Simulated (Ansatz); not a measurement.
# V (P-1) in Ansatz: convergence with k mesh

Aim: find how far k mesh must go before the results for V settle, at PBE. This setting moves, with any that are tied to it; all else stays.

Everything below comes from runs of Ansatz 0.2.0. Logs are shortened: lines on timing, memory, paths and dates and some standing lists are left out, and cuts for length are marked.

## (1) Starting point

The typed cell holds 1 atom: a = 2.764 Å, b = 2.587 Å, c = 2.694 Å, α = 57.81°, β = 58.52°, γ = 63.76°.

This isn't the form of V at room conditions, which is bcc.

## (2) With k mesh 4 × 4 × 4

input.yaml reads:

```yaml
crystal:
  lattice:
    - [-0.07564863, 2.04812515, 1.85486184]
    - [1.90212924, 0.02633807, 1.75287514]
    - [1.8823854, 1.92639461, 0.04608192]
  atoms:
    - { symbol: V, position: [0.0, 0.0, 0.0], spin: 2.0 }
hamiltonian:
  xc: pbe
  pseudopotentials: { kind: nc }
magnetization:
  spin_polarized: true
kpoints:
  mp_grid: { grid: [4, 4, 4] }
scf:
  occupations: { method: fermi_dirac, width: 0.05 }
output:
  forces: true
  stress: true
  eigenvalues: true
```

Potentials or basis: Ansatz NC.

Command:

```bash
$ ansatz run input.yaml --threads 2 --pin off --max-ram 5632MiB --backend cpu --events-out ev --progress --plain --runs-dir out
```

Run time: 3.8 s. Hardware: 2 threads of Arm Neoverse V1, shared host; peak memory 0.25 GiB.

Results:

- Free energy: -2089.4098 eV
- Pressure: 3.3 GPa
- Band gap on the k mesh: none (metal or under the smearing width)
- Net moment: 0.00 μB per cell
- Absolute moment: 0.00 μB per cell

## (3) With k mesh 4 × 5 × 5

Changes to input.yaml since step 2:

```diff
@@ -13,3 +13,3 @@
 kpoints:
-  mp_grid: { grid: [4, 4, 4] }
+  mp_grid: { grid: [4, 5, 5] }
 scf:
```

Potentials or basis: Ansatz NC.

Command:

```bash
$ ansatz run input.yaml --threads 2 --pin off --max-ram 5632MiB --backend cpu --events-out ev --progress --plain --runs-dir out
```

It took 4.5 s on 2 threads of Arm Neoverse V1, shared host; peak memory 0.27 GiB.

Results:

* Free energy: -2089.3905 eV
* Pressure: 2.8 GPa
* Band gap on the k mesh: none (metal or under the smearing width)
* Net moment: 0.00 μB per cell
* Absolute moment: 0.00 μB per cell

## (4) With k mesh 5 × 6 × 6

Changes to input.yaml since step 3:

```diff
@@ -13,3 +13,3 @@
 kpoints:
-  mp_grid: { grid: [4, 5, 5] }
+  mp_grid: { grid: [5, 6, 6] }
 scf:
```

Command:

```bash
$ ansatz run input.yaml --threads 2 --pin off --max-ram 5632MiB --backend cpu --events-out ev --progress --plain --runs-dir out
```

Run time: 6.2 s. Hardware: 2 threads of Arm Neoverse V1, shared host; peak memory 0.31 GiB.

Results:

- Free energy: -2089.3839 eV
- Pressure: 3.5 GPa
- Band gap on the k mesh: none (metal or under the smearing width)
- Net moment: 0.00 μB per cell
- Absolute moment: 0.00 μB per cell

## (5) With k mesh 7 × 7 × 7

Changes to input.yaml since step 4:

```diff
@@ -13,3 +13,3 @@
 kpoints:
-  mp_grid: { grid: [5, 6, 6] }
+  mp_grid: { grid: [7, 7, 7] }
 scf:
```

Command:

```bash
$ ansatz run input.yaml --threads 2 --pin off --max-ram 5632MiB --backend cpu --events-out ev --progress --plain --runs-dir out
```

Wall time 11 s (2 threads of Arm Neoverse V1, shared host); peak memory 0.38 GiB.

What came out:

```
Free energy            : -2089.3870 eV
Pressure               : 3.1 GPa
Band gap on the k mesh : none (metal or under the smearing width)
Net moment             : 0.00 μB per cell
Absolute moment        : 0.00 μB per cell
```

## (6) With k mesh 8 × 9 × 9

Changes to input.yaml since step 5:

```diff
@@ -13,3 +13,3 @@
 kpoints:
-  mp_grid: { grid: [7, 7, 7] }
+  mp_grid: { grid: [8, 9, 9] }
 scf:
```

Potentials or basis: Ansatz NC.

Command:

```bash
$ ansatz run input.yaml --threads 2 --pin off --max-ram 5632MiB --backend cpu --events-out ev --progress --plain --runs-dir out
```

It took 26 s on 2 threads of Arm Neoverse V1, shared host; peak memory 0.5 GiB.

Results (log left out):

| Property | Result |
| --- | --- |
| Free energy | -2089.3809 eV |
| Pressure | 3.7 GPa |
| Band gap on the k mesh | none (metal or under the smearing width) |
| Net moment | 0.00 μB per cell |
| Absolute moment | 0.00 μB per cell |

## (7) With k mesh 10 × 11 × 11

Changes to input.yaml since step 6:

```diff
@@ -13,3 +13,3 @@
 kpoints:
-  mp_grid: { grid: [8, 9, 9] }
+  mp_grid: { grid: [10, 11, 11] }
 scf:
```

Command:

```bash
$ ansatz run input.yaml --threads 2 --pin off --max-ram 5632MiB --backend cpu --events-out ev --progress --plain --runs-dir out
```

Wall time 38 s (2 threads of Arm Neoverse V1, shared host); peak memory 0.71 GiB.

It converged, with:

- Free energy: -2089.3836 eV
- Pressure: 3.2 GPa
- Band gap on the k mesh: none (metal or under the smearing width)
- Net moment: 0.00 μB per cell
- Absolute moment: 0.00 μB per cell

## (8) With k mesh 13 × 14 × 14

Changes to input.yaml since step 7:

```diff
@@ -13,3 +13,3 @@
 kpoints:
-  mp_grid: { grid: [10, 11, 11] }
+  mp_grid: { grid: [13, 14, 14] }
 scf:
```

Command:

```bash
$ ansatz run input.yaml --threads 2 --pin off --max-ram 5632MiB --backend cpu --events-out ev --progress --plain --runs-dir out
```

Wall time 83 s (2 threads of Arm Neoverse V1, shared host); peak memory 1.2 GiB.

Results (log left out):

```
Free energy            : -2089.3846 eV
Pressure               : 3.3 GPa
Band gap on the k mesh : none (metal or under the smearing width)
Net moment             : 0.00 μB per cell
Absolute moment        : 0.00 μB per cell
```

## (9) With k mesh 16 × 17 × 17

Changes to input.yaml since step 8:

```diff
@@ -13,3 +13,3 @@
 kpoints:
-  mp_grid: { grid: [13, 14, 14] }
+  mp_grid: { grid: [16, 17, 17] }
 scf:
```

Potentials or basis: Ansatz NC.

Command:

```bash
$ ansatz run input.yaml --threads 2 --pin off --max-ram 5632MiB --backend cpu --events-out ev --progress --plain --runs-dir out
```

Wall time 2.6 min (2 threads of Arm Neoverse V1, shared host); peak memory 2 GiB.

Results (log left out):

```
Free energy            : -2089.3842 eV
Pressure               : 3.4 GPa
Band gap on the k mesh : none (metal or under the smearing width)
Net moment             : 0.00 μB per cell
Absolute moment        : 0.00 μB per cell
```

## (10) With k mesh 19 × 20 × 20

Changes to input.yaml since step 9:

```diff
@@ -13,3 +13,3 @@
 kpoints:
-  mp_grid: { grid: [16, 17, 17] }
+  mp_grid: { grid: [19, 20, 20] }
 scf:
```

Potentials or basis: Ansatz NC.

Command:

```bash
$ ansatz run input.yaml --threads 2 --pin off --max-ram 5632MiB --backend cpu --events-out ev --progress --plain --runs-dir out
```

What it wrote:

```text
Warning: RAYON_NUM_THREADS=2 ignored (pool sized by the plan → 2); use --threads N
Engine: ansatz 0.2.0, aarch64-unknown-linux-gnu
Pseudopotentials: kind: nc
Pseudopotential: V, nc, valence charge 13, recommended cutoff 1142.878222 eV (normal), V.nc.azcp
Functional definition: PBE
  parameter kappa = 0.804
  parameter beta = 0.06672455060314922
  exchange = pbe_x(kappa = kappa, mu = beta*pi^2/3)
  correlation = pbe_c(beta = beta)
Crystal: 1 atoms, lattice volume = 13.539 Å³
Basis set: ecut = 1142.878222 eV, 1187 PW (Γ), exchange–correlation on 64×60×60 points (8 copies of the dense FFT grid, shifted against one another)
Bands: 12, of which v1, the nominal top of the filled ones, is band 7 counted from 1 (6 counted from 0)
Symmetry: 2 space group operations
Space group: P-1 (ITA 2), of the structure as read, at distance tolerance 2.4e-5 Å
Magnetic group: BNS 2.4 (UNI 4), of the structure as read, at distance tolerance 2.4e-5 Å
k-points: 3802 of 7600
Non-local potential: V, projectors of the file, l = 0: 2, l = 1: 2, l = 2: 2
Initial density: superposition of atomic densities (chi_scale 0.1, normalization cell)
Starting moments: Σ|m| = 2 μB on 1 of 1 site
Initial wavefunctions: pseudopotential atomic-orbital guess
Functional: x = pbe(κ = 0.804, μ = 0.2195149727645171), c = pbe(β = 0.06672455060314922)
SCF iter   1: F=—  HF=-2089.186458 eV  |F-HF|=—  |Δ(HF+E_count)|=         —  Δρ=1.45e-1 (↑1.45e-1 ↓7.74e-2)  dr2=7.13e-1  dr2_m=1.44e0  M=0.951 μB ∫|m|=0.951 μB  β_m=0.30  ethr=3.10e-3  ⟨swp⟩=7.3  Hψ=620967  notcnv=0
preconditioner: auto → none  [metal: Δε(μ)=0.000 eV  Ē_g=8.884 eV  σ=0.050 eV  W_gap=0.00  n_scr=0 (ndim 8)  ℏωp=22.6 eV  f_vac=0.000  D(μ)=1.30/eV (n_scr^D=14)]
SCF iter   2: F=—  HF=-2089.132143 eV  |F-HF|=—  |Δ(HF+E_count)|=   5.43e-2  Δρ=8.80e-2 (↑8.80e-2 ↓7.26e-2)  dr2=6.82e-2  dr2_m=7.69e-1  M=0.885 μB ∫|m|=0.885 μB  β_m=0.30  ethr=3.10e-3  ⟨swp⟩=2.8  Hψ=202998  notcnv=0  defer=4780
spin-set hold released at iteration 2 (site moments show no strong build): the magnetisation degrees of freedom join the quasi-Newton model from the next iteration; the mixer history was kept
SCF iter   3: F=—  HF=-2089.203715 eV  |F-HF|=—  |Δ(HF+E_count)|=   7.16e-2  Δρ=6.22e-2 (↑6.11e-2 ↓6.22e-2)  dr2=9.21e-3  dr2_m=4.59e-1  M=0.796 μB ∫|m|=0.796 μB  β_m=0.08  ethr=5.25e-4  ⟨swp⟩=3.6  Hψ=167238  notcnv=0  defer=4785
SCF iter   4: F=—  HF=-2089.268269 eV  |F-HF|=—  |Δ(HF+E_count)|=   6.46e-2  Δρ=4.91e-2 (↑4.31e-2 ↓4.91e-2)  dr2=5.93e-3  dr2_m=2.60e-1  M=0.701 μB ∫|m|=0.701 μB  β_m=0.29  ethr=7.09e-5  ⟨swp⟩=2.4  Hψ=132132  notcnv=0  defer=4780
SCF iter   5: F=—  HF=-2089.353897 eV  |F-HF|=—  |Δ(HF+E_count)|=   8.56e-2  Δρ=1.91e-2 (↑1.73e-2 ↓1.91e-2)  dr2=6.94e-4  dr2_m=4.09e-2  M=0.439 μB ∫|m|=0.439 μB  β_m=0.71  ethr=4.56e-5  ⟨swp⟩=2.9  Hψ=173665  notcnv=0  defer=4766
SCF iter   6: F=—  HF=-2089.378459 eV  |F-HF|=—  |Δ(HF+E_count)|=   2.46e-2  Δρ=5.65e-3 (↑5.65e-3 ↓4.91e-3)  dr2=2.85e-4  dr2_m=3.23e-3  M=0.194 μB ∫|m|=0.194 μB  β_m=0.86  ethr=5.34e-6  ⟨swp⟩=2.4  Hψ=185941  notcnv=0  defer=4608
SCF iter   7: F=—  HF=-2089.383358 eV  |F-HF|=—  |Δ(HF+E_count)|=   4.90e-3  Δρ=2.72e-3 (↑1.88e-3 ↓2.72e-3)  dr2=3.22e-4  dr2_m=4.77e-4  M=0.068 μB ∫|m|=0.068 μB  β_m=0.92  ethr=2.19e-6  ⟨swp⟩=2.3  Hψ=176570  notcnv=0  defer=4533
SCF iter   8: F=—  HF=-2089.384098 eV  |F-HF|=—  |Δ(HF+E_count)|=   7.40e-4  Δρ=9.80e-4 (↑9.80e-4 ↓9.44e-4)  dr2=9.57e-5  dr2_m=5.92e-5  M=0.011 μB ∫|m|=0.012 μB  β_m=0.93  ethr=2.19e-6  ⟨swp⟩=2.0  Hψ=144818  notcnv=0  defer=4464
SCF iter   9: F=—  HF=-2089.384134 eV  |F-HF|=—  |Δ(HF+E_count)|=   3.60e-5  Δρ=2.42e-4 (↑2.42e-4 ↓2.04e-4)  dr2=1.49e-6  dr2_m=4.86e-6  M=0.004 μB ∫|m|=0.004 μB  β_m=0.97  ethr=7.36e-7  ⟨swp⟩=2.6  Hψ=146561  notcnv=0  defer=4448
SCF iter  10: F=—  HF=-2089.384140 eV  |F-HF|=—  |Δ(HF+E_count)|=   5.78e-6  Δρ=7.71e-5 (↑7.71e-5 ↓6.42e-5)  dr2=6.18e-7  dr2_m=2.12e-7  M=0.000 μB ∫|m|=0.000 μB  β_m=0.90  ethr=1.14e-8  ⟨swp⟩=2.0  Hψ=149325  notcnv=0  defer=4440
SCF iter  11: F=—  HF=-2089.384140 eV  |F-HF|=—  |Δ(HF+E_count)|=   5.06e-8  Δρ=2.61e-5 (↑2.11e-5 ↓2.61e-5)  dr2=4.62e-8  dr2_m=4.45e-8  M=-0.000 μB ∫|m|=0.000 μB  β_m=0.92  ethr=7.69e-10  ⟨swp⟩=8.0  Hψ=498408  notcnv=0
SCF iter  12: F=—  HF=-2089.384140 eV  |F-HF|=—  |Δ(HF+E_count)|=   4.19e-8  Δρ=1.11e-5 (↑1.11e-5 ↓7.37e-6)  dr2=1.49e-8  dr2_m=5.59e-9  M=-0.000 μB ∫|m|=0.000 μB  β_m=0.88  ethr=3.56e-10  ⟨swp⟩=4.2  Hψ=290082  notcnv=0
SCF iter  13: F=—  HF=-2089.384140 eV  |F-HF|=—  |Δ(HF+E_count)|=   2.79e-9  Δρ=3.76e-6 (↑3.76e-6 ↓3.37e-6)  dr2=3.14e-9  dr2_m=6.57e-10  M=0.000 μB ∫|m|=0.000 μB  β_m=0.80  ethr=1.15e-10  ⟨swp⟩=4.0  Hψ=271219  notcnv=0
SCF iter  14: F=—  HF=-2089.384140 eV  |F-HF|=—  |Δ(HF+E_count)|=  3.90e-10  Δρ=1.27e-6 (↑1.07e-6 ↓1.27e-6)  dr2=1.09e-10  dr2_m=9.81e-11  M=0.000 μB ∫|m|=0.000 μB  β_m=0.81  ethr=2.42e-11  ⟨swp⟩=3.0  Hψ=226458  notcnv=0
SCF iter  15: F=—  HF=-2089.384140 eV  |F-HF|=—  |Δ(HF+E_count)|=  5.14e-11  Δρ=5.39e-7 (↑5.39e-7 ↓4.10e-7)  dr2=1.50e-11  dr2_m=2.12e-11  M=0.000 μB ∫|m|=0.000 μB  β_m=0.86  ethr=1.00e-12  ⟨swp⟩=2.0  Hψ=173032  notcnv=0
SCF iter  16: F=-2089.384140 eV  HF=-2089.384140 eV  |F-HF|=4.55e-13  |Δ(HF+E_count)|=  2.23e-11  Δρ=1.38e-7 (↑7.35e-8 ↓1.38e-7)  dr2=7.66e-13  dr2_m=1.08e-12  M=0.000 μB ∫|m|=0.000 μB  ethr=1.00e-12  ⟨swp⟩=2.0  Hψ=170065  notcnv=0
WARN: the starting moments were not kept: the SCF closed with an absolute magnetisation of 2.0e-6 μB, where they sum to 2 μB in size (1 site). That is at most 0.1 of that sum. Measured as dr2_m measures the in/out step, that magnetisation stands 2.4e-12 eV from none, at or under the dr2_threshold of 1.0e-7 eV: it is no larger than a step whose dr2_m would equal this threshold. The system may hold no moment; this SCF shows only that its start led to no more than that. To try another start: raise the starting moments (crystal.atoms[].spin, magnetization.per_species, magnetization.initial_magnetization, or on a non-collinear deck that types none of these the spinor_matrix: blocks that start its atoms; where the total moment is fixed, keep their sum and leave initial_magnetization as it is; typed ones take the place of any that the run laid by itself, positive ones on a crystal's lanthanoids without a Hubbard term where scf.initial_density.shell_occupations: [] is typed) or, if the notice of its spin-set hold's release reads "site moments contracting" or "site moments show no strong build", lengthen the hold (scf.mixing.spin_hold: { on: { confirm: 4 } }; for m-r²SCAN on two components see the key's manual first). Each may lead to a state that holds a moment. A second SCF, from the converged charge density, with the starting moments and any scf.initial_density.shell_occupations laid on it anew, would have followed, and was not run: the deck does not ask for one (magnetization.retry_lost_moments is false, the default). To let it run, set magnetization.retry_lost_moments: true and run the deck again, where that key's refused combinations let it; where memory then withholds it, that run's warning says so.
SCF 1 converged in 16 iterations: F = -2089.384140 eV  dr2 = 7.66e-13
SCF converged after 16 iterations
Magnetization: 0.0000 μB (6.5000 up, 6.5000 down)
Absolute magnetization: 0.0000 μB (∫|ρ↑−ρ↓|)
Spin contamination: 0.0000 ħ² per cell (⟨S²⟩ above its minimum at these occupations)
Per-site moments (μB) at R_I (Å): [(1.5172320145492313e-6, 1.0535921680290048)]
Free energy (F): -2089.384140 eV
Harris-Foulkes:  -2089.384140 eV  (|F-HF|=4.55e-13)
Internal energy: -2089.370423 eV  (E = F + TS)
E sigma→0 (E₀):  -2089.377281 eV
Entropy (-TS):   -0.013717 eV (-13.717 meV/atom)
Fermi energy:    16.806758 eV
--- Per-component energies (eV) ---
  E_band       = -143.844046
  E_kinetic    = 828.242446
  E_local      = -1449.878127  (includes V_loc(G=0)·N_el)
  E_nonlocal   = 17.635845
  E_hartree    = 394.337919
  E_xc         = -406.783858
  E_vxc        = -328.520051  (∫ρ·V_xc dr)
  E_ewald      = -1472.924649
  E_smearing   = -0.013717  (= −TS)
  E_closure    = 0.000000  (closes the sum)
  Σ components = -2089.384140   (vs F -2089.384140, Δ=0.00e0)
--- Forces (eV/Å), atoms counted from 1 ---
  atom   1  V      0.00000000     0.00000000     0.00000000
  max |Σ_I F_I| component: 0.00e0 eV/Å
--- Stress (GPa, compression-positive) ---
        7.947013       1.150011       1.040889
        1.150011      10.423874      -1.700988
        1.040889      -1.700988      -8.130481
  P = ⅓ Tr σ = 3.4135 GPa (34.135 kbar)
--- Band table (eV; the first three rows and the last of 7604) ---
  k-point 0 ↑: bands = ["-47.1378", "-20.5516", "-20.4239", "-20.3410", "9.9841", "16.4030", "17.0068", "17.8006", "18.5090", "19.3207", "34.6159", "38.2262"]
  k-point 1 ↑: bands = ["-47.1326", "-20.5557", "-20.4357", "-20.3576", "10.0865", "16.4456", "17.0141", "17.7837", "18.4749", "19.2816", "34.7058", "38.2988"]
  k-point 2 ↑: bands = ["-47.1172", "-20.5701", "-20.4823", "-20.3903", "10.3870", "16.5577", "16.9984", "17.7776", "18.3925", "19.1772", "34.9235", "38.1588"]
  k-point 3801 ↓: bands = ["-46.9996", "-21.2890", "-20.5419", "-20.3934", "13.5104", "16.5201", "16.8691", "17.7137", "19.8989", "20.2515", "25.3279", "34.4891"]
```

It took 4.2 min on 2 threads of Arm Neoverse V1, shared host; peak memory 3.1 GiB.

What came out:

```yaml
Free_energy: -2089.3841 eV
Pressure: 3.4 GPa
Band_gap_on_the_k_mesh: none (metal or under the smearing width)
Net_moment: 0.00 μB per cell
Absolute_moment: 0.00 μB per cell
```

## (11) The series at a glance

```csv
k mesh,"energy less the tightest run, at zero smearing (meV/atom)",pressure (GPa),SCF cycles,CPU time (s),peak memory (GiB)
4 × 4 × 4,-24.12,3.26,23,7.2,0.25
4 × 5 × 5,-5.92,2.77,20,8.4,0.27
5 × 6 × 6,0.34,3.53,17,12,0.31
7 × 7 × 7,-3.44,3.13,16,21,0.38
8 × 9 × 9,3.71,3.72,19,51,0.5
10 × 11 × 11,0.65,3.24,15,74,0.71
13 × 14 × 14,-0.51,3.33,15,160,1.2
16 × 17 × 17,-0.01,3.42,16,300,2
19 × 20 × 20,0.00,3.41,16,490,3.1
```

Against the tightest run, the energy stays within 1 meV/atom from 10 × 11 × 11 on; the pressure stays within 0.1 GPa from 13 × 14 × 14 on. Meshes of other sizes hit other points, so gaps and Fermi surfaces needn't settle smoothly. The tightest run that finished is the yardstick and may itself not be fully converged.

Caveats: the starting moments weren't kept.
